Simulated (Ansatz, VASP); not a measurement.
Given: the input of a run of Ansatz 0.2.0 on Ga.

input.yaml

```yaml
crystal:
  lattice:
    - [2.2309354424, -3.7787301403, 0.0]
    - [2.2309354424, 3.7787301403, 0.0]
    - [0.0, 0.0, 4.4628573697]
  atoms:
    - { symbol: Ga, position: [0.3451, 0.6549, 0.419] }
    - { symbol: Ga, position: [0.1549, 0.8451, 0.919] }
    - { symbol: Ga, position: [0.6549, 0.3451, 0.581] }
    - { symbol: Ga, position: [0.8451, 0.1549, 0.081] }
hamiltonian:
  xc: pbesol
  pseudopotentials: { kind: paw }
kpoints:
  mp_grid: { grid: [7, 7, 6] }
scf:
  occupations: { method: fermi_dirac, width: 0.05 }
output:
  forces: true
  stress: true
  eigenvalues: true
```

Potentials or basis: Ansatz PAW.

Command:

```console
$ ansatz run input.yaml --threads 1 --pin off --max-ram 3584MiB --backend cpu --events-out ev --progress --plain --runs-dir out
```

Problem. Translate it to VASP 6.6.1. Potentials there: VASP PAW PBE potentials, release 64 (Ga_d).

Solution. As run (the cutoff follows the program's own potentials):

INCAR

```
PREC = Accurate ; ENCUT = 520
EDIFF = 1E-6 ; ISMEAR = -1
SIGMA = 0.05 ; LREAL = F
LASPH = T ; NELM = 80
ALGO = Fast ; ISIF = 2
LWAVE = F ; LCHARG = F
GGA = PS ; NBANDS = 34
```

KPOINTS

```
Automatic mesh
0
Gamma
  7 7 6
```

File POSCAR:

```
Ga
1.0
    2.2309354424     -3.7787301403      0.0000000000
    2.2309354424      3.7787301403      0.0000000000
    0.0000000000      0.0000000000      4.4628573697
Ga
4
Direct
    0.3451000000      0.6549000000      0.4190000000
    0.1549000000      0.8451000000      0.9190000000
    0.6549000000      0.3451000000      0.5810000000
    0.8451000000      0.1549000000      0.0810000000
```

Potentials or basis: VASP PAW PBE potentials, release 64 (Ga_d).

Command:

```bash
$ cat potpaw_PBE.64/Ga_d/POTCAR > POTCAR
$ mpirun -np 1 vasp_std > vasp.out
```

Both were run:

|  | VASP | Ansatz | Ansatz less VASP |
| --- | --- | --- | --- |
| gap on the k mesh at the Fermi level (eV) | none | none | - |
| pressure (GPa) | 0.8 | 0.8 | -0.04 |
| largest component of the traceless stress (GPa) | 1.14 | 1.16 | +0.018 |
| rms of the force components (eV/Å) | 0.071 | 0.074 | +0.0035 |

Atom by atom the forces differ by 0.004 eV/Å (rms over components). A gap of «none» marks a metal or a gap that the smearing closes. With one functional, cell and mesh, what is left measures potentials, basis and numerics.

Caveats: the PAW data sets were made with another functional, which shifts forces and pressure a little (VASP); the PAW data sets come from PBE, with cores solved anew for the run's functional, which leaves a small shift of forces and pressure (Ansatz).
